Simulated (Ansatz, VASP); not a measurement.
# Hf: VASP beside Ansatz

INCAR

```
PREC = Accurate
ENCUT = 520
EDIFF = 1E-7
ISMEAR = 0
SIGMA = 0.15
LREAL = False
LASPH = True
NELM = 100
ALGO = Fast
ISIF = 2
LWAVE = False
LCHARG = False
GGA = PS
NBANDS = 11
```

KPOINTS

```
Automatic mesh
0
Gamma
  20 20 20
```

The input POSCAR:

```
Hf
1.0
    0.0000000000      2.2825678644      2.0999624352
    2.2825678644      0.0000000000      2.0999624352
    2.2825678644      2.2825678644      0.0000000000
Hf
1
Direct
    0.0000000000      0.0000000000      0.0000000000
```

Input for Ansatz:

```yaml
crystal:
  lattice:
    - [0.0, 2.2825678644, 2.0999624352]
    - [2.2825678644, 0.0, 2.0999624352]
    - [2.2825678644, 2.2825678644, 0.0]
  atoms:
    - { symbol: Hf, position: [0.0, 0.0, 0.0] }
basis:
  ecutwfc: 420
kpoints:
  mp_grid: { grid: [20, 20, 20] }
hamiltonian:
  xc: pbesol
scf:
  occupations: { method: gaussian, width: 0.15 }
output:
  forces: true
  stress: true
  eigenvalues: true
```

Alike in both runs: task single point; functional PBEsol; k mesh 20 × 20 × 20; occupations gaussian, width 0.15 eV; no spin polarisation.

```csv
,VASP,Ansatz
version,VASP 6.6.1,Ansatz 0.2.0
potentials or method,"VASP PAW PBE potentials, release 64 (Hf_pv)","scalar-relativistic, plane waves, PAW"
plane-wave cutoff (eV),520,420
valence electrons in the cell,10,26
```

Ansatz gave:

- gap on the k mesh at the Fermi level (eV): none
- pressure (GPa): -1.6
- largest component of the traceless stress (GPa): 2.57

Task: What did VASP give for the same quantities?

Result: gap on the k mesh at the Fermi level (eV): none; pressure (GPa): -1.9; largest component of the traceless stress (GPa): 2.61.

A gap of «none» marks a metal or a gap that the smearing closes. The functional is the same, so the differences come from potentials, cutoffs and numerics. The two sets of potentials don't hold the same shells in valence.

Caveats: the PAW data sets were made with another functional, which shifts forces and pressure a little (VASP). Spin-orbit coupling is left out, which matters for the levels of Hf.
